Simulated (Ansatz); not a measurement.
Runs of Ansatz 0.2.0 on ZnS. It takes space group F-43m (No. 216, cubic). Conventional cell: a = 5.404 Å, b = 5.404 Å, c = 5.404 Å, α = 90.00°, β = 90.00°, γ = 90.00°. Zn (site symmetry -43m) has 4 S at 2.34 Å as nearest neighbours. S (site symmetry -43m) is surrounded by 4 Zn at 2.34 Å. 

| task | level | cell | k mesh | cutoff (eV) | smearing | basis error allowed | gap on the mesh (eV) | pressure (GPa) |
| --- | --- | --- | --- | --- | --- | --- | --- | --- |
| single point | PBE | as given | 6 × 6 × 6 | 244 | fermi-dirac 0.02 eV | 0.003 eV/atom | 2.11 | 1.6 |
| single point | PBE | as given | 9 × 9 × 9 | 280 | gaussian 0.024 eV | 0.001 eV/atom | 2.11 | 1.6 |
| single point | PBE | as given | 9 × 9 × 9 | 280 | gaussian 0.012 eV | 0.001 eV/atom | 2.11 | 1.6 |
| relaxation of cell and atoms | BLYP | relaxed | 9 × 9 × 9 | - | fermi-dirac 0.05 eV | 0.001 eV/atom | 1.75 | 0.0 |
| band structure | BLYP | as given | 9 × 9 × 9 | 281 | fermi-dirac 0.05 eV | 0.001 eV/atom | (a) | 5.4 |

Alike in all rows: potentials or basis all-electron LAPW, scalar-relativistic; no spin polarisation.

Q: Estimate the missing entries.

A: (a) 2.09.

Caveats: an odd mesh through Γ misses points on the zone boundary, where band edges often lie (some runs).
